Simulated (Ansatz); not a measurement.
# SnO2 (Pa-3) in Ansatz: relaxation of cell and atoms with PBE+D4

Aim: the relaxation of cell and atoms of SnO2 with PBE+D4.

All numbers are computed with Ansatz 0.2.0; they aren't measurements. Logs are shortened: lines on timing, memory, paths and dates and some standing lists are left out, and cuts for length are marked.

## Step 1: The structure

Symmetry: Pa-3, No. 205, cubic system. The conventional cell has a = 5.175 Å, b = 5.175 Å, c = 5.175 Å, α = 90.00°, β = 90.00°, γ = 90.00°. Sn (site symmetry -3) is surrounded by 6 O at 2.11 Å. O (site symmetry 3) is surrounded by 3 Sn at 2.11 Å.

Measurements of this composition are mostly on another form, of space group No. 136.

## Step 2: Relaxation of cell and atoms, PBE+D4

File input.yaml:

```yaml
crystal:
  lattice:
    - [5.175256, 0.0, 0.0]
    - [0.0, 5.175256, 0.0]
    - [0.0, 0.0, 5.175256]
  atoms:
    - { symbol: Sn, position: [0.0, 0.0, 0.0] }
    - { symbol: Sn, position: [0.5, 0.0, 0.5] }
    - { symbol: Sn, position: [0.5, 0.5, 0.0] }
    - { symbol: Sn, position: [0.0, 0.5, 0.5] }
    - { symbol: O, position: [0.661098, 0.838902, 0.161098] }
    - { symbol: O, position: [0.838902, 0.161098, 0.661098] }
    - { symbol: O, position: [0.161098, 0.661098, 0.838902] }
    - { symbol: O, position: [0.338902, 0.338902, 0.338902] }
    - { symbol: O, position: [0.661098, 0.661098, 0.661098] }
    - { symbol: O, position: [0.838902, 0.338902, 0.161098] }
    - { symbol: O, position: [0.161098, 0.838902, 0.338902] }
    - { symbol: O, position: [0.338902, 0.161098, 0.838902] }
hamiltonian:
  xc: pbe
  pseudopotentials: { kind: paw }
  dispersion: d4
kpoints:
  mp_grid: { grid: [5, 5, 5] }
scf:
  occupations: { method: fermi_dirac, width: 0.05 }
output:
  forces: true
  stress: true
  eigenvalues: true
  write_density: true
  write_potential: true
  elf: true
  volumetric_format: npy
relax:
  f_tol: 0.01
  max_steps: 40
  cell: { stress_tol: 0.05 }
```

Potentials or basis: Ansatz PAW.

The run is started by

```console
ansatz run input.yaml --threads 4 --pin off --max-ram 11264MiB --backend cpu --events-out ev --progress --plain --runs-dir out
```

The program printed:

```text
Warning: RAYON_NUM_THREADS=4 ignored (pool sized by the plan → 4); use --threads N
Engine: ansatz 0.2.0, aarch64-unknown-linux-gnu
Pseudopotentials: kind: paw
Pseudopotential: Sn, paw, valence charge 14, recommended cutoff 420 eV (normal), Sn.paw.azcp
Pseudopotential: O, paw, valence charge 6, recommended cutoff 420 eV (normal), O.paw.azcp
Functional definition: PBE
  parameter kappa = 0.804
  parameter beta = 0.06672455060314922
  exchange = pbe_x(kappa = kappa, mu = beta*pi^2/3)
  correlation = pbe_c(beta = beta)
Crystal: 12 atoms, lattice volume = 138.610 Å³
Basis set: ecut = 420 eV, 2721 PW (Γ), exchange–correlation on 72×72×72 points (8 copies of the dense FFT grid, shifted against one another)
Bands: 64, of which v1, the nominal top of the filled ones, is band 52 counted from 1 (51 counted from 0)
Symmetry: 24 space group operations
Space group: Pa-3 (ITA 205), of the structure as read, at distance tolerance 5.2e-5 Å
k-points: 11 of 125
Non-local potential: Sn, projectors of the file, l = 0: 2, l = 1: 2, l = 2: 2, l = 3: 2
Non-local potential: O, projectors of the file, l = 0: 2, l = 1: 2, l = 2: 1
PAW form: soft (Blöchl's): semilocal exchange-correlation on the pseudo side does not see the compensation charge
PAW one-centre angular grid: Sn, 590 points (default); XC on 64 Gauss nodes
PAW one-centre angular grid: O, 110 points (default); XC on 64 Gauss nodes
Initial density: superposition of atomic densities (neutral atoms: chi_scale 0, normalization atom), corrected by the library's trained network
Initial wavefunctions: pseudopotential atomic-orbital guess
Functional: x = pbe(κ = 0.804, μ = 0.2195149727645171), c = pbe(β = 0.06672455060314922)
SCF iter   1: F=—  HF=-28638.045444 eV  |F-HF|=—  |Δ(HF+E_count)|=         —  Δρ=1.67e-3  dr2=2.51e-3  ethr=1.77e-3  ⟨swp⟩=5.9  Hψ=2873  notcnv=0  defer=26
preconditioner: auto → Resta (q_TF=auto, 2.601 Å⁻¹)  ε∞=3.9  [insulator: Δε(μ)=0.566 eV  Ē_g=18.977 eV  σ=0.050 eV  W_gap=0.98  n_scr=32 (ndim 8)  ℏωp=32.2 eV  f_vac=0.000  D(μ)=0.01/eV (n_scr^D=0)  ε∞_Penn≈3.9]
SCF iter   2: F=—  HF=-28638.047892 eV  |F-HF|=—  |Δ(HF+E_count)|=   2.45e-3  Δρ=6.89e-4  dr2=3.81e-4  ethr=2.42e-6  ⟨swp⟩=2.0  Hψ=1343  notcnv=0  defer=49
SCF iter   3: F=—  HF=-28638.048515 eV  |F-HF|=—  |Δ(HF+E_count)|=   6.23e-4  Δρ=2.31e-4  dr2=5.20e-5  ethr=3.67e-7  ⟨swp⟩=3.0  Hψ=1379  notcnv=0  defer=49
SCF iter   4: F=—  HF=-28638.048424 eV  |F-HF|=—  |Δ(HF+E_count)|=   9.12e-5  Δρ=3.76e-5  dr2=1.85e-6  ethr=5.00e-8  ⟨swp⟩=2.0  Hψ=969  notcnv=0  defer=49
iter 5 did not close the SCF: its close was put off for the readings that it lacked (scf_convergence_deferred on its scf_iter line)
SCF iter   5: F=-28638.048426 eV  HF=-28638.048426 eV  |F-HF|=4.09e-7  |Δ(HF+E_count)|=   1.87e-6  Δρ=1.33e-5  dr2=8.69e-8  ethr=1.78e-9  ⟨swp⟩=2.0  Hψ=1110  notcnv=0  defer=49
SCF iter   6: F=-28638.048426 eV  HF=-28638.048426 eV  |F-HF|=3.37e-9  |Δ(HF+E_count)|=   4.35e-7  Δρ=1.23e-6  dr2=1.24e-9  ethr=8.36e-11  ⟨swp⟩=13.0  Hψ=5199  notcnv=0
SCF 1 converged in 6 iterations: F = -28638.048426 eV  dr2 = 1.24e-9
relax step   1: F+E_penalty+E_count = -28638.04842614 eV  Δ(F+E_penalty+E_count) = +0.000e0 eV  max|allowed force component| = 3.675e-3 eV/Å  Δτ_max = 0.0000 Å  P = -4.229 GPa  Ω = 138.610 Å³  (6 SCF iters, dr2 threshold 1.00e-7 eV, accepted)
Crystal: 12 atoms, lattice volume = 135.554 Å³
Basis set: ecut = 420 eV, 2601 PW (Γ), exchange–correlation on 72×72×72 points (8 copies of the dense FFT grid, shifted against one another)
Initial density: handed on by an earlier stage of this run
Initial wavefunctions: those handed on with the density
iter 1 solved again at ethr=1.97e-5 eV; its pass at ethr=3.10e-3 eV (dr2=2.04e-2 eV) is discarded
SCF iter   1: F=—  HF=-28638.110726 eV  |F-HF|=—  |Δ(HF+E_count)|=         —  Δρ=4.45e-3  dr2=2.03e-2  ethr=1.97e-5  ⟨swp⟩=2.4  Hψ=3054  notcnv=0
preconditioner: auto → Resta (q_TF=auto, 2.610 Å⁻¹)  ε∞=3.9  [insulator: Δε(μ)=0.802 eV  Ē_g=19.203 eV  σ=0.050 eV  W_gap=1.00  n_scr=32 (ndim 8)  ℏωp=32.5 eV  f_vac=0.000  D(μ)=0.00/eV (n_scr^D=0)  ε∞_Penn≈3.9]
SCF iter   2: F=—  HF=-28638.105824 eV  |F-HF|=—  |Δ(HF+E_count)|=   4.90e-3  Δρ=1.79e-3  dr2=3.56e-3  ethr=1.95e-5  ⟨swp⟩=2.7  Hψ=1050  notcnv=0
SCF iter   3: F=—  HF=-28638.105178 eV  |F-HF|=—  |Δ(HF+E_count)|=   6.46e-4  Δρ=3.92e-4  dr2=1.44e-4  ethr=3.42e-6  ⟨swp⟩=2.2  Hψ=995  notcnv=0
SCF iter   4: F=—  HF=-28638.105176 eV  |F-HF|=—  |Δ(HF+E_count)|=   2.62e-6  Δρ=4.78e-5  dr2=2.20e-6  ethr=1.39e-7  ⟨swp⟩=2.8  Hψ=1264  notcnv=0
iter 5 did not close the SCF: its close was put off for the readings that it lacked (scf_convergence_deferred on its scf_iter line)
SCF iter   5: F=-28638.105178 eV  HF=-28638.105178 eV  |F-HF|=2.50e-8  |Δ(HF+E_count)|=   2.78e-6  Δρ=7.89e-6  dr2=5.58e-8  ethr=2.11e-9  ⟨swp⟩=2.2  Hψ=1096  notcnv=0
SCF iter   6: F=-28638.105178 eV  HF=-28638.105178 eV  |F-HF|=1.94e-9  |Δ(HF+E_count)|=   4.21e-8  Δρ=1.74e-6  dr2=4.51e-9  ethr=5.36e-11  ⟨swp⟩=9.9  Hψ=4884  notcnv=0
[... 57 lines left out ...]
SCF iter   8: F=-28638.089387 eV  HF=-28638.089387 eV  |F-HF|=0.00e0  |Δ(HF+E_count)|=  7.28e-12  Δρ=7.10e-10  dr2=4.90e-16  ethr=1.00e-12  ⟨swp⟩=3.2  Hψ=2100  notcnv=0
SCF 6 converged in 8 iterations: F = -28638.089387 eV  dr2 = 4.90e-16
relax step   6: F+E_penalty+E_count = -28638.08938694 eV  Δ(F+E_penalty+E_count) = +3.511e-4 eV  max|allowed force component| = 7.673e-5 eV/Å  Δτ_max = 0.0000 Å  P = -0.006 GPa  Ω = 135.567 Å³  stress off target by 6.12e-3 GPa  SCF on the basis re-selected at this cell (its energy is not comparable with the rows above)  (8 SCF iters)
basis re-selected at this cell: Δ(F+E_penalty+E_count) = +3.511e-4 eV, ΔP = -0.003 GPa vs the last step (what re-selecting the basis moved, of the pressure what is left beyond the Pulay correction that the steps carried, after the strain that the cell walked since its last selection, with what the two solves' SCF thresholds leave and, on support functions, any second-order correction that the steps lacked; it is no measure of the basis error at this ecutwfc). This SCF's stress stands 6.12e-3 GPa from its target on what of the cell is left free (relax.cell.stress_tol is 5.00e-2 GPa) and its largest allowed force component is 7.67e-5 eV/Å (relax.f_tol is 1.00e-2 eV/Å): within both
SCF converged after 8 iterations
Free energy (F): -28638.089387 eV
Harris-Foulkes:  -28638.089387 eV  (|F-HF|=0.00e0)
Internal energy: -28638.089345 eV  (E = F + TS)
E sigma→0 (E₀):  -28638.089366 eV
Entropy (-TS):   -0.000041 eV (-0.003 meV/atom)
Fermi energy:    10.892726 eV
--- Per-component energies (eV) ---
  E_band       = -122.317073
  E_kinetic    = 2161.358301
  E_local      = -4900.508258  (includes V_loc(G=0)·N_el)
  E_nonlocal   = 267.956502
  E_hartree    = 2626.445980
  E_xc         = -2108.760914
  E_vxc        = -1126.525372  (∫ρ·V_xc dr)
  E_paw        = -17856.058920  (= ΣΔE_a)
  E_vpaw       = -1777.509742  (= ΣTr[D̂ρ^β])
  E_aug_tail   = 0.019535  (compensation charges beyond the density's cutoff)
  E_ewald      = -8825.137838
  E_disp       = -3.403734  (pairwise vdW)
  E_smearing   = -0.000041  (= −TS)
  E_closure    = -0.000000  (closes the sum)
  Σ components = -28638.089387   (vs F -28638.089387, Δ=0.00e0)
--- Forces (eV/Å), atoms counted from 1 ---
  atom   1  Sn    -0.00000000     0.00000000    -0.00000000
  atom   2  Sn     0.00000000    -0.00000000     0.00000000
  atom   3  Sn     0.00000000     0.00000000    -0.00000000
  atom   4  Sn     0.00000000    -0.00000000     0.00000000
  atom   5  O     -0.00007673     0.00007673    -0.00007673
  atom   6  O      0.00007673    -0.00007673    -0.00007673
  atom   7  O     -0.00007673    -0.00007673     0.00007673
  atom   8  O      0.00007673     0.00007673     0.00007673
  atom   9  O     -0.00007673    -0.00007673    -0.00007673
  atom  10  O      0.00007673     0.00007673    -0.00007673
  atom  11  O     -0.00007673     0.00007673     0.00007673
  atom  12  O      0.00007673    -0.00007673     0.00007673
  max |Σ_I F_I| component: 1.10e-17 eV/Å
--- Stress (GPa, compression-positive) ---
       -0.006117       0.000000       0.000000
        0.000000      -0.006117       0.000000
        0.000000       0.000000      -0.006117
  P = ⅓ Tr σ = -0.0061 GPa (-0.061 kbar)
--- Band table (eV; the first three rows and the last of 11) ---
  k-point 0: bands = ["-10.4261", "-10.4261", "-10.4261", "-9.6851", "-9.6851", "-9.6851", "-9.6299", "-9.6299", "-9.5908", "-9.5663", "-9.5663", "-9.5663", "-9.5001", "-9.5001", "-9.5001", "-9.4298", "-9.4298", "-9.4298", "-9.4256", "-9.4256", "-8.3809", "-6.7258", "-6.7258", "-6.7258", "-5.7332", "-4.9270", "-4.9270", "-4.9270", "3.3539", "3.3539", "3.3539", "5.2420", "5.2420", "5.2420", "5.6369", "5.6369", "7.8796", "7.8796", "7.8796", "8.3172", "8.3172", "8.3172", "8.6895", "9.3632", "9.3632", "9.3632", "9.6991", "9.6991", "10.1075", "10.3455", "10.3455", "10.3455", "11.1864", "16.3877", "16.3877", "16.3877", "17.9421", "17.9421", "17.9421", "19.1040", "19.1040", "19.1040", "19.3355", "21.9210"]
  k-point 1: bands = ["-10.3811", "-10.3783", "-10.3678", "-9.7390", "-9.7258", "-9.7235", "-9.6759", "-9.6295", "-9.5827", "-9.5823", "-9.5629", "-9.5611", "-9.5178", "-9.5136", "-9.5004", "-9.4466", "-9.4392", "-9.4374", "-9.4319", "-9.4296", "-8.2706", "-6.9474", "-6.5599", "-6.5195", "-5.7163", "-5.0659", "-5.0089", "-4.9620", "3.1260", "3.2010", "3.6921", "5.2968", "5.3666", "5.5784", "5.5836", "6.1098", "7.5334", "7.5649", "7.6240", "8.1499", "8.4520", "8.4935", "8.6190", "9.1112", "9.3422", "9.4625", "9.6140", "9.6263", "9.9484", "10.2344", "10.2888", "10.3693", "12.1816", "15.8499", "15.8915", "16.1722", "18.1070", "18.2551", "18.5240", "19.0413", "19.1550", "19.3233", "19.4871", "21.3825"]
  k-point 2: bands = ["-10.2786", "-10.2744", "-10.2017", "-9.9607", "-9.8610", "-9.8551", "-9.6544", "-9.6357", "-9.5887", "-9.5710", "-9.5646", "-9.5555", "-9.5160", "-9.5132", "-9.4940", "-9.4733", "-9.4559", "-9.4538", "-9.4360", "-9.4359", "-7.9397", "-7.4428", "-6.1734", "-6.0254", "-5.8136", "-5.4717", "-5.1094", "-5.0506", "2.8906", "2.9468", "4.6022", "5.4111", "5.4870", "5.4975", "6.3191", "6.5374", "6.7924", "7.1185", "7.1451", "7.9500", "8.4645", "8.7288", "8.8238", "8.9429", "9.0384", "9.2599", "9.6213", "9.7473", "9.8656", "10.0727", "10.3713", "10.4028", "13.5933", "14.8724", "15.4115", "15.6676", "18.2505", "18.3477", "18.9796", "19.2096", "19.5511", "19.9159", "20.2111", "20.4719"]
  k-point 10: bands = ["-10.3029", "-10.2542", "-10.2542", "-10.2399", "-9.7190", "-9.7190", "-9.6491", "-9.6491", "-9.5831", "-9.5831", "-9.5821", "-9.5793", "-9.4739", "-9.4739", "-9.4613", "-9.4596", "-9.4596", "-9.4531", "-9.4531", "-9.4499", "-7.0567", "-6.7213", "-6.6459", "-6.6459", "-5.7125", "-5.6937", "-5.6937", "-5.4720", "4.0859", "4.0859", "4.1838", "4.5293", "6.3167", "6.3864", "6.3864", "6.6715", "6.7111", "6.7111", "7.1131", "7.1131", "8.4160", "8.4160", "8.7011", "8.9283", "9.2188", "9.2188", "9.4147", "9.4147", "9.8332", "9.8345", "9.9126", "9.9126", "15.2724", "15.5136", "15.5136", "15.5548", "17.7890", "18.0212", "18.0212", "18.1141", "21.2766", "21.3312", "21.3312", "21.8410"]
--- Relaxed structure (4 steps of the walk, 4 accepted, 2 SCFs on fresh bases) ---
  F+E_penalty+E_count = -28638.08938694 eV   max|allowed force component| = 7.673e-5 eV/Å   (the final SCF, on the basis selected at the relaxed cell)
  cell:  # Å, volume = 135.5669 Å³
    - [5.1370979086462585, 1.5246945393065616e-33, -6.419766481290786e-35]
    - [1.8055593228630333e-33, 5.1370979086462585, 0.0]
    - [-3.209883240645393e-34, 0.0, 5.1370979086462585]
  atoms:
    - { symbol: Sn, position: [2.793297368569485e-20, 6.110337993745693e-21, -1.309358141516931e-21] }
    - { symbol: Sn, position: [0.49999999999999994, 6.110337993745681e-21, 0.49999999999999994] }
    - { symbol: Sn, position: [0.49999999999999994, 0.49999999999999994, -1.3093581415169546e-21] }
    - { symbol: Sn, position: [2.7932973685694615e-20, 0.49999999999999994, 0.49999999999999994] }
    - { symbol: O, position: [0.6601689372203963, 0.8398310627796033, 0.1601689372203964] }
    - { symbol: O, position: [0.8398310627796033, 0.1601689372203964, 0.6601689372203963] }
    - { symbol: O, position: [0.1601689372203964, 0.6601689372203963, 0.8398310627796033] }
    - { symbol: O, position: [0.3398310627796035, 0.3398310627796035, 0.3398310627796035] }
    - { symbol: O, position: [0.6601689372203963, 0.6601689372203963, 0.6601689372203963] }
    - { symbol: O, position: [0.8398310627796033, 0.3398310627796035, 0.1601689372203964] }
    - { symbol: O, position: [0.1601689372203964, 0.8398310627796033, 0.3398310627796035] }
    - { symbol: O, position: [0.3398310627796035, 0.1601689372203964, 0.8398310627796033] }
```

It took 15 s on 4 threads of Arm Neoverse V1, shared host; peak memory 0.56 GiB.

Results:

* Free energy: -28638.0894 eV
* Relaxed volume: 11.30 Å³/atom
* Relaxed cell: a = 5.137 Å, b = 5.137 Å, c = 5.137 Å, α = 90.00°, β = 90.00°, γ = 90.00°
* Space group after relaxing (to 0.05 Å): Pa-3 (No. 205)
* Energy gained by relaxing: 3.4 meV/atom
* Ionic steps: 6
* Pressure after relaxing: 0.0 GPa
* Band gap on the k mesh: 0.78 eV, indirect (least direct gap 0.84 eV)

The path:
```
step  energy change (eV)  largest force (eV/Å)  volume (Å³)
   1              0.0000                0.0064       138.61
   2             -0.0568                0.0030       135.55
   3             -0.0562                0.0003       135.67
   4             -0.0406                0.0004       135.67
   5             -0.0413                0.0001       135.57
   6             -0.0410                0.0001       135.57
```

Final structure:
```yaml
crystal:
  lattice:
    - [5.13710, 0.00000, 0.00000]
    - [0.00000, 5.13710, 0.00000]
    - [0.00000, 0.00000, 5.13710]
  atoms:
    - { symbol: Sn, position: [0.00000, 0.00000, 0.00000] }
    - { symbol: Sn, position: [0.50000, 0.00000, 0.50000] }
    - { symbol: Sn, position: [0.50000, 0.50000, 0.00000] }
    - { symbol: Sn, position: [0.00000, 0.50000, 0.50000] }
    - { symbol: O, position: [0.66017, 0.83983, 0.16017] }
    - { symbol: O, position: [0.83983, 0.16017, 0.66017] }
    - { symbol: O, position: [0.16017, 0.66017, 0.83983] }
    - { symbol: O, position: [0.33983, 0.33983, 0.33983] }
    - { symbol: O, position: [0.66017, 0.66017, 0.66017] }
    - { symbol: O, position: [0.83983, 0.33983, 0.16017] }
    - { symbol: O, position: [0.16017, 0.83983, 0.33983] }
    - { symbol: O, position: [0.33983, 0.16017, 0.83983] }
```

Levels at points of the mesh, in eV from the valence-band top:
```tsv
k point	band 48	band 49	band 50	band 51	band 52	band 53	band 54	band 55	band 56	band 57
(0.00, 0.00, 0.00)	-0.71	-0.30	-0.06	-0.06	-0.06	0.78	5.98	5.98	5.98	7.54
```

Caveat: odd divisions of the mesh miss points on the zone boundary, where band edges often lie, so the gap on the mesh can be too wide; the plane-wave basis is chosen anew once the cell has moved, so the energies of steps on either side of that aren't comparable; the pressure holds a Pulay correction of +0.9 GPa for the finite cutoff; spin-orbit coupling is left out, which moves the levels of the heavy elements.
